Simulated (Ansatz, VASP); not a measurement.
One calculation of WC, two programs

```
W C
1.0
     2.87150    0.00000    0.00000
    -1.43575    2.48679    0.00000
     0.00000    0.00000    2.82900
W C
1 1
Direct
  0.00000 0.00000 0.00000
  0.66667 0.33333 0.50000
```

Change from the starting cell: equal xx and yy strain of -1 %.

Alike in both runs: task single point; functional PBE; k mesh 13 × 13 × 12; occupations fermi-dirac, width 0.05 eV; no spin polarisation.

```csv
,VASP,Ansatz
version,VASP 6.6.1,Ansatz 0.2.0
potentials or method,"VASP PAW PBE potentials, release 64 (W_sv, C), cutoff 520 eV","all-electron LAPW, scalar-relativistic"
```

```csv
,VASP,Ansatz,Ansatz less VASP
pressure (GPa),18.1,16.9,-1.22
largest component of the traceless stress (GPa),4.03,4.24,+0.209
```

Ansatz ran all-electron here, so the differences hold the error of VASP's frozen core and of both bases.

Caveats: so large a pressure means that the cell lies far from this level's equilibrium, or that cutoff or potentials fall short (VASP). Spin-orbit coupling is left out, which matters for the levels of W.
